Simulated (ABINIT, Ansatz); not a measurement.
**LiCl (Fm-3m): modes at Γ and the response to a field**

Aim: the zone-centre modes of LiCl (Fm-3m).

Program: ABINIT 10.8.3. Level of theory: DFT LDA, scalar-relativistic, plane waves, PseudoDojo norm-conserving pseudopotentials. Results are calculated unless marked as measured.

The database entry behind the starting cell differs from later determinations by our own check (0.1 to 0.3 % short, probably kX units), so it need not match the best structure at ambient conditions.

## (1) Starting point

Symmetry: Fm-3m, No. 225, cubic system. The conventional cell has a = 4.965 Å, b = 4.965 Å, c = 4.965 Å, α = 90.00°, β = 90.00°, γ = 90.00°. Li has 6 Cl at 2.48 Å nearest. Cl has 6 Li at 2.48 Å nearest. Farther neighbours and most contacts between anions are not listed.

As a file:

```cif
data_structure
_symmetry_space_group_name_H-M 'P 1'
_symmetry_Int_Tables_number 1
_cell_length_a 3.5106
_cell_length_b 3.5106
_cell_length_c 3.5106
_cell_angle_alpha 60.000
_cell_angle_beta 60.000
_cell_angle_gamma 60.000
_cell_volume 30.59
loop_
_atom_site_label
_atom_site_type_symbol
_atom_site_fract_x
_atom_site_fract_y
_atom_site_fract_z
_atom_site_occupancy
Li1 Li 0.00000 0.00000 0.00000 1
Cl2 Cl 0.50000 0.50000 0.50000 1
```

## (2) Relaxing the cell and atoms

The harmonic expansion needs vanishing forces, and a free crystal bears no stress, so cell and atoms are brought to rest. Stress is more sensitive to the basis than forces are: the last 3 Ha under the cutoff are smoothed with ecutsm, and the cutoff is raised above that of the later runs.

The starting cell comes from a relaxation made beforehand in Ansatz (LDA, PseudoDojo NC).

Input file relax.abi:

```
# relaxation
ionmov 2
optcell 2
dilatmx 1.08
ntime 40
tolmxf 1.0d-05
tolvrs 1.0d-14
prtwf 0
prtden 0
chksymtnons 0

# basis, mesh and filling
ecut 41.0
ecutsm 3.0
ngkpt 8 8 8
nshiftk 1
shiftk 0.0 0.0 0.0
istwfk *1
occopt 1
nband 5
nstep 100
diemac 9.0
prtebands 0
prtgsr 0
useylm 1

# cell and atoms
acell 3*1.0 Angstrom
rprim 
    0.0 2.482343538 2.482343538
    2.482343538 0.0 2.482343538
    2.482343538 2.482343538 0.0
ntypat 2
znucl 3 17
natom 2
typat 1 2
xred 
    0.0 0.0 0.0
    0.5 0.5 0.5
pp_dirpath "./pseudo"
pseudos "Li.upf, Cl.upf"
```

The run is started by

```bash
$ OMP_NUM_THREADS=1 mpirun -n 2 abinit relax.abi > relax.log
```

Numbers of over 12 decimals in the logs are rounded to 6 here.

relax.abo, the main output file:

```text
[banners, grids, parts of the stress and lines that vanish by symmetry left out]
- input  file    -> relax.abi
- output file    -> relax.abo
- root for input  files -> relaxi
[...]
Symmetries : space group Fm -3 m (#225); Bravais cF (face-center cubic)
[...]
mpw =        3287          nfft =       91125          nkpt =          29
[...]
== DATASET  1 ==================================================================
[...]
cutoff_energies: {ecut:  41.0, pawecutdg:  -1.0, }
[...]
ETOT  1  -23.644909200169    -2.364E+01 5.514E-02 2.778E+01
 ETOT  2  -23.654154989318    -9.246E-03 2.025E-06 4.449E+00
 ETOT  3  -23.654595616656    -4.406E-04 2.093E-06 2.814E-02
 ETOT  4  -23.654596704576    -1.088E-06 4.797E-09 5.812E-04
 ETOT  5  -23.654596721112    -1.654E-08 1.435E-10 1.640E-06
[...]
At SCF step    9       vres2   =  6.41E-15 < tolvrs=  1.00E-14 =>converged.
[...]
sigma(1 1)=  2.07461584E-07  sigma(3 2)=  0.00000000E+00
  sigma(2 2)=  2.07461584E-07  sigma(3 1)=  0.00000000E+00
  sigma(3 3)=  2.07461584E-07  sigma(2 1)=  0.00000000E+00
[...]
convergence: {deltae:  1.847E-13, res2:  6.410E-15, residm:  5.869E-19, diffor: null, }
etotal    :  -2.36545967E+01
[...]
ETOT  1  -23.654596721793    -2.365E+01 7.110E-14 2.764E-06
[...]
At SCF step    6       vres2   =  4.66E-15 < tolvrs=  1.00E-14 =>converged.
[...]
sigma(1 1)=  1.81538094E-07  sigma(3 2)=  0.00000000E+00
  sigma(2 2)=  1.81538094E-07  sigma(3 1)=  0.00000000E+00
  sigma(3 3)=  1.81538094E-07  sigma(2 1)=  0.00000000E+00
[...]
convergence: {deltae: -5.684E-14, res2:  4.662E-15, residm:  4.208E-18, diffor: null, }
etotal    :  -2.36545967E+01
[...]
ETOT  1  -23.654596714159    -2.365E+01 1.036E-11 1.355E-04
[...]
ETOT  6  -23.654596724441     1.158E-12 1.506E-16 2.149E-13
 ETOT  7  -23.654596724441    -3.908E-13 9.457E-20 7.566E-17
 At SCF step    7       vres2   =  7.57E-17 < tolvrs=  1.00E-14 =>converged.
[...]
sigma(1 1)= -1.35766523E-10  sigma(3 2)=  0.00000000E+00
  sigma(2 2)= -1.35766523E-10  sigma(3 1)=  0.00000000E+00
  sigma(3 3)= -1.35766523E-10  sigma(2 1)=  0.00000000E+00
[...]
convergence: {deltae: -3.908E-13, res2:  7.566E-17, residm:  9.457E-20, diffor: null, }
etotal    :  -2.36545967E+01
[...]
At Broyd/MD step   3, gradients are converged :
[...]
sigma(1 1)= -1.35766523E-10  sigma(3 2)=  0.00000000E+00
  sigma(2 2)= -1.35766523E-10  sigma(3 1)=  0.00000000E+00
  sigma(3 3)= -1.35766523E-10  sigma(2 1)=  0.00000000E+00
[...]
- sigma(1 1)= -3.99438903E-06  sigma(3 2)=  0.00000000E+00
- sigma(2 2)= -3.99438901E-06  sigma(3 1)=  0.00000000E+00
- sigma(3 3)= -3.99438900E-06  sigma(2 1)=  0.00000000E+00
[...]
fcart     -0.0000000000E+00 -0.0000000000E+00 -0.0000000000E+00
           strten     -1.3576652346E-10 -1.3576652302E-10 -1.3576652259E-10
================================================================================

[key lines of the parts left out:]
pressure_GPa:   3.9944E-06
Total energy (etotal) [Ha]= -2.36545967244415E+01
```

The job ended after 44 s (2 MPI ranks of Intel Xeon at 2.70GHz, shared host).

Little changed from the start: no atom moved by 0.005 Å and no cell edge by 0.1 %.

Read from the output:

```
volume per atom : 15.29 Å³
pressure        : 3.99e-6 GPa
```

## (3) Ground state

The response is built on these wavefunctions, so the potential is converged far more tightly than an energy would need. The mesh is shifted off Γ, since shifted meshes converge sums over the zone faster.

Input file gs.abi:

```
# ground state
tolvrs 1.0d-16
prtden 1
prtwf 1

# basis, mesh and filling
ecut 33.0
ngkpt 6 6 6
nshiftk 4
shiftk 
    0.5 0.5 0.5
    0.5 0.0 0.0
    0.0 0.5 0.0
    0.0 0.0 0.5
istwfk *1
occopt 1
nband 5
nstep 100
diemac 9.0
prtebands 0
prtgsr 0
useylm 1

# cell and atoms
acell 3*1.0 Angstrom
rprim 
    0.0 2.482219914 2.482219914
    2.482219914 0.0 2.482219914
    2.482219914 2.482219914 0.0
ntypat 2
znucl 3 17
natom 2
typat 1 2
xred 
    0.0 0.0 0.0
    0.5 0.5 0.5
pp_dirpath "./pseudo"
pseudos "Li.upf, Cl.upf"
```

The run is started by

```bash
$ OMP_NUM_THREADS=1 mpirun -n 2 abinit gs.abi > gs.log
```

gs.abo, the main output file:

```text
[banners, grids, parts of the stress and lines that vanish by symmetry left out]
- input  file    -> gs.abi
- output file    -> gs.abo
- root for input  files -> gsi
[...]
Symmetries : space group Fm -3 m (#225); Bravais cF (face-center cubic)
[...]
mpw =        1883          nfft =       46656          nkpt =          28
[...]
== DATASET  1 ==================================================================
[...]
cutoff_energies: {ecut:  33.0, pawecutdg:  -1.0, }
[...]
ETOT  1  -23.647256432444    -2.365E+01 2.579E-02 1.461E+01
 ETOT  2  -23.654045621626    -6.789E-03 5.191E-07 2.382E+00
 ETOT  3  -23.654501081045    -4.555E-04 1.990E-06 1.058E-02
 ETOT  4  -23.654502000121    -9.191E-07 4.839E-09 3.109E-04
 ETOT  5  -23.654502016211    -1.609E-08 4.881E-10 2.014E-06
[...]
ETOT  9  -23.654502016406    -9.059E-13 5.146E-19 2.204E-15
 ETOT 10  -23.654502016405     1.627E-12 6.170E-21 4.331E-17
 At SCF step   10       vres2   =  4.33E-17 < tolvrs=  1.00E-16 =>converged.
[...]
sigma(1 1)=  6.56750686E-06  sigma(3 2)=  0.00000000E+00
  sigma(2 2)=  6.56750686E-06  sigma(3 1)=  0.00000000E+00
  sigma(3 3)=  6.56750686E-06  sigma(2 1)=  0.00000000E+00
[...]
convergence: {deltae:  1.627E-12, res2:  4.331E-17, residm:  6.170E-21, diffor: null, }
etotal    :  -2.36545020E+01
[...]
sigma(1 1)=  6.56750686E-06  sigma(3 2)=  0.00000000E+00
  sigma(2 2)=  6.56750686E-06  sigma(3 1)=  0.00000000E+00
  sigma(3 3)=  6.56750686E-06  sigma(2 1)=  0.00000000E+00
[...]
- sigma(1 1)=  1.93222723E-01  sigma(3 2)=  0.00000000E+00
- sigma(2 2)=  1.93222723E-01  sigma(3 1)=  0.00000000E+00
- sigma(3 3)=  1.93222723E-01  sigma(2 1)=  0.00000000E+00
[...]
fcart     -0.0000000000E+00 -0.0000000000E+00 -0.0000000000E+00
           strten      6.5675068558E-06  6.5675068558E-06  6.5675068558E-06
================================================================================

[key lines of the parts left out:]
pressure_GPa:  -1.9322E-01
```

Wall time 12 s (2 MPI ranks); 23 s of CPU time.

Numbers from this step:

| Property | Result |
| --- | --- |
| pressure | -0.1932 GPa |

The cell stands at -0.19 GPa: the relaxation ran with a smoothed and higher cutoff and on another k mesh.

## (4) Empty bands

Empty bands on the ground state's density check that the gap assumed so far is there in this cell.

Input file gap.abi:

```
# empty bands on the ground state's density
iscf -2
getden_filepath "gso_DEN"
tolwfr 1.0d-12
nbdbuf 2
prtwf 0

# basis, mesh and filling
ecut 33.0
ngkpt 8 8 8
nshiftk 1
shiftk 0.0 0.0 0.0
istwfk *1
occopt 1
nband 9
nstep 100
diemac 9.0
prtebands 0
prtgsr 0
useylm 1

# cell and atoms
acell 3*1.0 Angstrom
rprim 
    0.0 2.482219914 2.482219914
    2.482219914 0.0 2.482219914
    2.482219914 2.482219914 0.0
ntypat 2
znucl 3 17
natom 2
typat 1 2
xred 
    0.0 0.0 0.0
    0.5 0.5 0.5
pp_dirpath "./pseudo"
pseudos "Li.upf, Cl.upf"
```

The run is started by

```bash
$ OMP_NUM_THREADS=1 mpirun -n 2 abinit gap.abi > gap.log
```

gap.abo, the main output file:

```text
[banners, grids, parts of the stress and lines that vanish by symmetry left out]
- input  file    -> gap.abi
- output file    -> gap.abo
- root for input  files -> gapi
[...]
Symmetries : space group Fm -3 m (#225); Bravais cF (face-center cubic)
[...]
mpw =        1895          nfft =       46656          nkpt =          29
[...]
== DATASET  1 ==================================================================
[...]
cutoff_energies: {ecut:  33.0, pawecutdg:  -1.0, }
[...]
-outvars: echo values of variables after computation
            acell      1.8897261259E+00  1.8897261259E+00  1.8897261259E+00 Bohr
================================================================================
```

The job ended after 9.5 s (2 MPI ranks; 18 s of CPU time).

Read from the output:

```
gap on the k-mesh : 6.493 eV
```

In this cell the gap on the mesh is 6.5 eV, indirect (smallest direct 6.6 eV), so fixed occupations hold.

## (5) Linear response at Γ

The derivative of the wavefunctions by k comes first, since the response to a field is built on it; then the field and the displacements that symmetry doesn't supply are solved at q = 0.

It reads the wavefunctions written in step 3.

Input file dfpt_gamma.abi:

```
ndtset 2

# common to the responses
getwfk_filepath "gso_WFK"
kptopt 2
nqpt 1
qpt 0.0 0.0 0.0
asr 0
chneut 0

# d/dk
rfelfd1 2
rfdir1 1 1 1
iscf1 -3
tolwfr1 1.0d-20

# displacements, field
rfphon2 1
rfatpol2 1 2
rfdir2 1 1 1
rfelfd2 3
getddk2 1
tolvrs2 1.0d-10
prtwf2 0

# basis, mesh and filling
ecut 33.0
ngkpt 6 6 6
nshiftk 4
shiftk 
    0.5 0.5 0.5
    0.5 0.0 0.0
    0.0 0.5 0.0
    0.0 0.0 0.5
istwfk *1
occopt 1
nband 5
nstep 100
diemac 9.0
prtebands 0
prtgsr 0
useylm 1

# cell and atoms
acell 3*1.0 Angstrom
rprim 
    0.0 2.482219914 2.482219914
    2.482219914 0.0 2.482219914
    2.482219914 2.482219914 0.0
ntypat 2
znucl 3 17
natom 2
typat 1 2
xred 
    0.0 0.0 0.0
    0.5 0.5 0.5
pp_dirpath "./pseudo"
pseudos "Li.upf, Cl.upf"
```

The run is started by

```bash
$ OMP_NUM_THREADS=1 mpirun -n 2 abinit dfpt_gamma.abi > dfpt_gamma.log
```

dfpt_gamma.abo, the main output file:

```text
[banners, grids, parts of the stress and lines that vanish by symmetry left out]
- input  file    -> dfpt_gamma.abi
- output file    -> dfpt_gamma.abo
- root for input  files -> dfpt_gammai
[...]
DATASET    1 : space group Fm -3 m (#225); Bravais cF (face-center cubic)
[...]
nfft =       46656          nkpt =         432
[...]
DATASET    2 : space group Fm -3 m (#225); Bravais cF (face-center cubic)
[...]
nfft =       46656          nkpt =         432
[...]
== DATASET  1 ==================================================================
[...]
cutoff_energies: {ecut:  33.0, pawecutdg:  -1.0, }
[...]
- 17.00000   7.00000  180309                  znucl, zion, pspdat
[...]
Perturbation : derivative vs k along direction   1
[...]
-ETOT  1  -12.894046408831     -1.289E+01 9.203E-02 0.000E+00
 ETOT  2  -12.913134031266     -1.909E-02 2.491E-04 0.000E+00
 ETOT  3  -12.913184574668     -5.054E-05 6.721E-07 0.000E+00
 ETOT  4  -12.913184734712     -1.600E-07 2.137E-09 0.000E+00
 ETOT  5  -12.913184735263     -5.512E-10 8.098E-12 0.000E+00
[...]
At SCF step    9   max residual=  9.94E-21 < tolwfr=  1.00E-20 =>converged.
[...]
Perturbation : derivative vs k along direction   2
[...]
-ETOT  1  -12.894046408629     -1.289E+01 9.203E-02 0.000E+00
[...]
At SCF step    9   max residual=  9.94E-21 < tolwfr=  1.00E-20 =>converged.
[...]
Perturbation : derivative vs k along direction   3
[...]
-ETOT  1  -12.894046408428     -1.289E+01 9.203E-02 0.000E+00
[...]
At SCF step    9   max residual=  9.94E-21 < tolwfr=  1.00E-20 =>converged.
[...]
1        1       1.2663461757   -0.0000000000
     1        2       0.6331730878   -0.0000000000
     1        3       0.6331730878   -0.0000000000
     2        1       0.6331730878   -0.0000000000
     2        2       1.2663461757   -0.0000000000
     2        3       0.6331730878   -0.0000000000
     3        1       0.6331730878   -0.0000000000
     3        2       0.6331730878   -0.0000000000
     3        3       1.2663461757   -0.0000000000
[...]
== DATASET  2 ==================================================================
[...]
cutoff_energies: {ecut:  33.0, pawecutdg:  -1.0, }
[...]
Perturbation : displacement of atom   1   along direction   1
[...]
-ETOT  1  0.838128     -1.494E+03 1.730E+01 1.988E+02
[...]
At SCF step    8       vres2   =  4.66E-11 < tolvrs=  1.00E-10 =>converged.
[...]
Perturbation : displacement of atom   2   along direction   1
[...]
-ETOT  1  0.900667     -5.190E+02 1.489E+00 4.714E+02
[...]
At SCF step    9       vres2   =  5.53E-12 < tolvrs=  1.00E-10 =>converged.
[...]
Perturbation : homogeneous electric field along direction   1
[...]
-ETOT  1  -41.820090448123     -4.182E+01 8.461E-01 1.962E+04
[...]
ETOT  8  -48.341621793194     -4.236E-11 2.113E-13 1.187E-09
 ETOT  9  -48.341621793194     -7.105E-13 3.892E-15 6.478E-11
 At SCF step    9       vres2   =  6.48E-11 < tolvrs=  1.00E-10 =>converged.
[...]
Dielectric tensor, in cartesian coordinates,
[...]
1    4   1    4         3.1869606061        -0.0000000000
   1    4   2    4        -0.0000000000        -0.0000000000
   1    4   3    4        -0.0000000000        -0.0000000000
   2    4   1    4        -0.0000000000        -0.0000000000
   2    4   2    4         3.1869606061        -0.0000000000
   2    4   3    4        -0.0000000000        -0.0000000000
   3    4   1    4        -0.0000000000        -0.0000000000
   3    4   2    4        -0.0000000000        -0.0000000000
   3    4   3    4         3.1869606061        -0.0000000000
  Effective charges, in cartesian coordinates,
[...]
1    1   1    4         1.1664452551         0.0000000000
   2    1   1    4         0.0000000000         0.0000000000
   3    1   1    4        -0.0000000000         0.0000000000
   1    2   1    4        -1.1659183934         0.0000000000
   2    2   1    4         0.0000000000         0.0000000000
[...]
Effective charges, in cartesian coordinates,
[...]
2    4   1    2         0.0000000000         0.0000000000
   3    4   1    2         0.0000000000         0.0000000000
   1    4   2    2         0.0000000000         0.0000000000
   2    4   2    2        -1.1659183536         0.0000000000
   3    4   2    2         0.0000000000         0.0000000000
   1    4   3    2         0.0000000000         0.0000000000
   2    4   3    2         0.0000000000         0.0000000000
   3    4   3    2        -1.1659183536         0.0000000000
  Phonon wavevector (reduced coordinates) :  0.00000  0.00000  0.00000
 Phonon energies in Hartree :
[...]
Phonon frequencies in cm-1    :
-  5.791988E-01  5.791989E-01  5.791991E-01  2.286380E+02  2.286380E+02
-  2.286380E+02
  Phonon at Gamma, with non-analyticity in the
[...]
Phonon energies in Hartree :
[...]
Phonon frequencies in cm-1    :
-  5.791988E-01  5.791989E-01  5.800985E-01  2.286380E+02  2.286380E+02
-  4.130090E+02
  Phonon at Gamma, with non-analyticity in the
[...]
Phonon energies in Hartree :
[...]
Phonon frequencies in cm-1    :
-  5.791988E-01  5.791991E-01  5.800983E-01  2.286380E+02  2.286380E+02
-  4.130090E+02
  Phonon at Gamma, with non-analyticity in the
[...]
Phonon energies in Hartree :
[...]
Phonon frequencies in cm-1    :
-  5.791989E-01  5.791991E-01  5.800982E-01  2.286380E+02  2.286380E+02
-  4.130090E+02
[...]
fcart2     0.0000000000E+00  0.0000000000E+00  0.0000000000E+00
           strten2     0.0000000000E+00  0.0000000000E+00  0.0000000000E+00
================================================================================
```

Run time: 5 min. Hardware: 2 MPI ranks.

This step gave:

* miss of the charge sum rule: 5.27e-4 e
* largest acoustic frequency at the zone centre before the sum rule: 0.58 cm⁻¹
* highest optical zone-centre mode (no LO-TO term): 228.6 cm⁻¹
* lowest optical zone-centre mode: 228.6 cm⁻¹
* mean high-frequency dielectric constant: 3.187
* largest Born charge in size (third of the trace): 1.166 e

Born charge (rows field, columns displacement), before the sum rule (e), principal values of the symmetric part by kind of site:

| atom | atoms with these values | low | middle | high | mean |
| --- | --- | --- | --- | --- | --- |
| Li1 | 1 | 1.17 | 1.17 | 1.17 | 1.17 |
| Cl2 | 1 | -1.17 | -1.17 | -1.17 | -1.17 |

In full for Li1:

```
1.17 0.00 0.00
0.00 1.17 0.00
0.00 0.00 1.17
```

High-frequency dielectric tensor:

```
3.19 0.00 0.00
0.00 3.19 0.00
0.00 0.00 3.19
```

The acoustic modes at Γ come out as far as 0.6 cm⁻¹ from zero, where they should vanish, a small numerical error; the Born charges miss their sum rule by 5.3e-4 e, which is good.

[end of part 1 of 2]

[Host names and launcher messages were left out of these logs when they were recorded.]

[Logs are printed without paths, hosts, clocks, repeated set-up lines and the standing remarks that a program may print on its own settings, such as how far it seeks lower states.]

[Hosts, paths, dates, database ids (printed as entryN), source tags and the programs' standing remarks are cut or masked in the printed files.]
